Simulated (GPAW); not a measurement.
Crystal: CsPbCl3.

```
Pb Cs Cl
1.0
     5.60500    0.00000    0.00000
     0.00000    5.60500    0.00000
     0.00000    0.00000    5.60500
Pb Cs Cl
1 1 3
Direct
  0.50000 0.50000 0.50000
  0.00000 0.00000 0.00000
  0.50000 0.00000 0.50000
  0.00000 0.50000 0.50000
  0.50000 0.50000 0.00000
```

Base run:

- Program: GPAW 26.7.0
- Functional: GLLB-SC
- Potentials or basis: the program's PAW data sets (release 1.2.1) made for this functional
- Cutoff: 450 eV
- Basis: pw
- k mesh: 4 × 4 × 4
- Occupations: fermi-dirac, width 0.001 eV
- Spin: no spin polarisation

Its results: band gap on the k mesh, kohn-sham part alone 2.44 eV, direct.

**Question.** The run is repeated on the same cell with these changes: functional from GLLB-SC to RPBE. What comes out?

**Answer.** Band gap on the k mesh 1.99 eV, direct.

Caveats: the long-wavelength limit can be off by a per cent or two; spin-orbit coupling is left out, which as a rule narrows the gap of such compounds by several tenths of an eV; an odd mesh through Γ misses points on the zone boundary, where band edges often lie; a model potential gives levels but no total energy (some runs); response on these states lacks terms of the Hamiltonian (some runs).
